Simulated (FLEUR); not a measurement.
# MgS under changes of volume

One of the cells (22.740 Å³/atom); the others are scaled copies at fixed shape and fractional positions:

```
CELL_PARAMETERS angstrom
0.00000 2.83312 2.83312
2.83312 0.00000 2.83312
2.83312 2.83312 0.00000
ATOMIC_POSITIONS crystal
S 0.25000 0.25000 0.25000
Mg 0.00000 0.00000 0.00000
```

The cell comes from a database or a generator and needn't be the stable form of this composition.

- Program: FLEUR MaX-R8.1 (later development tree)
- Functional: PBEsol
- Potentials or basis: all-electron
- Basis: FLAPW
- Kmax: 4.71 1/bohr
- k mesh: 8 × 8 × 8
- Occupations: fermi-dirac, width 0.05 eV
- Spin: no spin polarisation

```csv
volume (Å³/atom),energy over the lowest point (meV/atom),gap on the mesh (eV)
21.376,11.95,3.59
21.831,?,?
22.285,0.34,3.38
22.740,0.00,3.28
23.195,2.83,3.19
23.650,8.53,3.10
24.105,16.82,3.01
```

Task: What does the run at 21.831 Å³/atom give?

Result: Energy over the lowest point 4.20 meV/atom; gap on the mesh 3.48 eV.

Worked out: A Birch-Murnaghan fit of order 3 (a polynomial in V^(-2/3)) to the other rows has its minimum at 22.56 Å³/atom with B0 = V·E''(V) = 58 GPa and B' = 4.1. It gives 4.19 meV/atom at 21.831 Å³/atom, against the run's 4.20. A straight line through the other rows of the gap, of slope -4.81 eV per unit of ln V (its deformation potential), gives 3.48 eV, against the run's 3.48.

Energies are extrapolated to zero smearing.

A mesh can miss the band edges.
